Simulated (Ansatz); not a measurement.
## La2O3: band structure with PBE

Crystal: La2O3.

```
La O
1.0
     3.93078    0.00000    0.00000
    -1.96539    3.40415    0.00000
     0.00000    0.00000    6.11195
La O
2 3
Direct
  0.33333 0.66667 0.24624
  0.66667 0.33333 0.75376
  0.00000 0.00000 0.00000
  0.33333 0.66667 0.64589
  0.66667 0.33333 0.35411
```

The cell is a database's computed one.

```json
{"Program": "Ansatz 0.2.0", "Task": "band structure", "Functional": "PBE", "Potentials or basis": "Ansatz PAW earlier set", "Cutoff": "900 eV", "Density cutoff": "3600 eV", "k mesh": "8 × 8 × 5", "Occupations": "fermi-dirac, width 0.05 eV", "Spin": "no spin polarisation", "Path": "[[\"G\", \"M\", \"K\", \"G\", \"A\", \"L\", \"H\", \"A\"], [\"L\", \"M\"], [\"K\", \"H\"]]", "Points for each segment of the path": "14"}
```

```yaml
Pressure: 1.9 GPa
Largest_force: 0.017 eV/Å
Band_gap_on_the_k_mesh: 3.88 eV, indirect (least direct gap 4.06 eV)
Band_gap_along_the_path: 3.84 eV, indirect (least direct gap 3.96 eV)
```

Forces on the atoms (eV/Å):
```
La   0.000  0.000 -0.017
La   0.000  0.000  0.017
O    0.000  0.000  0.000
O    0.000  0.000  0.008
O    0.000  0.000 -0.008
```

Stress tensor (GPa, compression positive):
```
1.86 0.00 0.00
0.00 1.86 0.00
0.00 0.00 2.11
```

Levels at the corners of the path, in eV from the valence-band top:
```tsv
point	band 16	band 17	band 18	band 19	band 20	band 21	band 22	band 23	band 24	band 25
Γ	-2.08	-1.66	-0.38	-0.38	-0.12	4.29	4.57	4.57	5.15	5.32
M	-0.74	-0.74	-0.66	-0.41	-0.30	3.84	4.68	5.12	5.16	5.22
K	-1.29	-0.82	-0.82	-0.79	-0.11	3.85	4.72	4.72	4.95	5.30
Γ	-2.08	-1.66	-0.38	-0.38	-0.12	4.29	4.57	4.57	5.15	5.32
A	-1.90	-1.01	-0.79	-0.29	-0.29	4.66	4.70	4.70	4.93	5.34
L	-0.99	-0.96	-0.71	-0.37	0.00	4.38	4.60	5.01	5.15	5.22
H	-1.39	-0.56	-0.28	-0.28	-0.23	4.24	4.82	4.89	4.89	5.17
A	-1.90	-1.01	-0.79	-0.29	-0.29	4.66	4.70	4.70	4.93	5.34
L	-0.99	-0.96	-0.71	-0.37	0.00	4.38	4.60	5.01	5.15	5.22
M	-0.74	-0.74	-0.66	-0.41	-0.30	3.84	4.68	5.12	5.16	5.22
K	-1.29	-0.82	-0.82	-0.79	-0.11	3.85	4.72	4.72	4.95	5.30
H	-1.39	-0.56	-0.28	-0.28	-0.23	4.24	4.82	4.89	4.89	5.17
```

It took 18 s on 2 threads of Arm Neoverse V2, with other jobs on the host, peak memory 0.79 GiB.

Caveat: spin-orbit coupling is left out, which moves the levels of the heavy elements. PBE gaps usually lie below the measured ones, often by a third to a half.
